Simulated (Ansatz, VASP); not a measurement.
# One calculation of AlRu, two programs

The input INCAR:

```
SYSTEM = AlRu
  PREC = Accurate
  ENCUT = 520
  EDIFF = 1E-7
  ISMEAR = -1
  SIGMA = 0.05
  LREAL = .False.
  LASPH = .True.
  NELM = 80
  ALGO = Normal
  ISIF = 2
  LWAVE = .False.
  LCHARG = .False.
  GGA = CA
  NBANDS = 16
```

The input KPOINTS:

```
Automatic mesh
0
Gamma
  14 14 14
  0 0 0
```

Contents of POSCAR:

```
AlRu
1.0
    0.0000000000      2.4448927367      2.4448927367
    2.4448927367      0.0000000000      2.4448927367
    2.4448927367      2.4448927367      0.0000000000
Ru Al
1 1
Direct
    0.0000000000      0.0000000000      0.0000000000
    0.5000000000      0.5000000000      0.5000000000
```

Input for Ansatz:

```yaml
crystal:
  lattice:
    - [0.0, 2.4448927367, 2.4448927367]
    - [2.4448927367, 0.0, 2.4448927367]
    - [2.4448927367, 2.4448927367, 0.0]
  atoms:
    - { symbol: Ru, position: [0.0, 0.0, 0.0] }
    - { symbol: Al, position: [0.5, 0.5, 0.5] }
kpoints:
  mp_grid: { grid: [14, 14, 14] }
  band_path:
    path:
      - [0.0, 0.0, 0.0]
      - [0.5, 0.0, 0.5]
      - [0.625, 0.25, 0.625]
      - [0.375, 0.375, 0.75]
      - [0.0, 0.0, 0.0]
      - [0.5, 0.5, 0.5]
      - [0.5, 0.25, 0.75]
      - [0.5, 0.0, 0.5]
    npoints: 14
scf:
  occupations: { method: fermi_dirac, width: 0.05 }
hamiltonian:
  xc: lda
  pseudopotentials: { kind: all_electron, lapw: { basis_error: 0.001 } }
output:
  forces: true
  stress: true
  eigenvalues: true
  populations: true
  dos: { projected: true, de: 0.2, e_range: [-14, 8] }
```

The cell comes from a database or a generator and needn't be the stable form of this composition.

Alike in both runs: task single point; functional LDA; k mesh 14 × 14 × 14; occupations fermi-dirac, width 0.05 eV; no spin polarisation.

|  | VASP | Ansatz |
| --- | --- | --- |
| version | VASP 6.6.1 | Ansatz 0.2.0 |
| potentials or method | VASP PAW LDA potentials, release 64 (Ru_pv, Al) | all-electron LAPW, scalar-relativistic |
| plane-wave cutoff (eV) | 520 | see its input |

```tsv
	VASP	Ansatz	Ansatz less VASP
pressure (GPa)	0.4	-0.1	-0.50
```

Ansatz ran all-electron here, so the differences hold the error of VASP's frozen core and of both bases.
